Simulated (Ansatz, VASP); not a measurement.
SnSe2 in VASP and in Ansatz

```xyz
3
Lattice="3.8390 0.0000 0.0000 -1.9195 3.3247 0.0000 0.0000 0.0000 6.0278" Properties=species:S:1:pos:R:3 pbc="T T T"
Sn    0.0000    0.0000    0.0000
Se    0.0000    2.2164    1.5944
Se    1.9195    1.1082    4.4335
```

Alike in both runs: task relaxation of cell and atoms; functional PBE; dispersion D3(BJ); k mesh 9 × 9 × 6; occupations gaussian, width 0.02 eV; no spin polarisation.

|  | VASP | Ansatz |
| --- | --- | --- |
| version | VASP 6.6.1 | Ansatz 0.2.0 |
| potentials or method | VASP PAW PBE potentials, release 64 (Sn_d, Se) | scalar-relativistic, plane waves, PAW |
| plane-wave cutoff (eV) | 600 | 420 |
| valence electrons in the cell | 26 | 46 |

Ansatz gave:

* gap on the k mesh at the Fermi level, each at its own relaxed structure (eV): 0.39
* relaxed volume (Å³/atom): 25.58
* relaxed cell length with the largest relative difference (Å): 3.838

Task: Which values does VASP return?

Result: gap on the k mesh at the Fermi level, each at its own relaxed structure (eV): 0.38; relaxed volume (Å³/atom): 25.63; relaxed cell length with the largest relative difference (Å): 3.842.

The two sets of potentials don't hold the same shells in valence.

Caveats: spin-orbit coupling is left out, which moves the levels of the heavy elements; an odd mesh through Γ misses points on the zone boundary, where band edges often lie.
